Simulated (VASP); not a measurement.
Write the native input for VASP 6.6.1 that does the following.

```
Task                   : single point
Functional             : PBEsol
Potentials or basis    : VASP PAW PBE potentials, release 64 (Li_sv, F)
Cutoff                 : 520 eV
k mesh                 : 8 × 8 × 8
Occupations            : gaussian, width 0.01 eV
Spin                   : no spin polarisation
Dipole correction      : no
Further INCAR settings : ALGO = Normal; EDIFF = 1e-07; NBANDS = 12
```

The structure of LiF lies in POSCAR:

```
LiF
1.0
    2.5162584438      0.0000000000      0.0000000000
    0.0000000000      2.5162584438      0.0000000000
    0.0000000000      0.0000000000      2.5162584438
Li F
1 1
Direct
    0.0000000000      0.0000000000      0.0000000000
    0.5000000000      0.5000000000      0.5000000000
```

The cell was built by a generator and needn't be a form met in nature.

One way to write it, as run:

INCAR

```
ALGO = Normal
EDIFF = 1E-7
ENCUT = 520
GGA = PS
ISIF = 2
ISMEAR = 0
LASPH = T
LCHARG = F
LREAL = F
LWAVE = F
NBANDS = 12
NELM = 60
PREC = Accurate
SIGMA = 0.01
```

KPOINTS

```
k-points
0
Gamma
  8 8 8
```

Potentials or basis: VASP PAW PBE potentials, release 64 (Li_sv, F).

Command:

```bash
$ cat potpaw_PBE.64/Li_sv/POTCAR potpaw_PBE.64/F/POTCAR > POTCAR
$ mpirun -np 1 vasp_std > vasp.out
```

Results of the run:

- Band gap on the k mesh: 7.81 eV, indirect (least direct gap 8.54 eV)

Run time: 3.5 s on 1 thread of AMD EPYC 9R45 96-Core Processor (Zen 5) (shared host), peak memory 0.09 GiB.
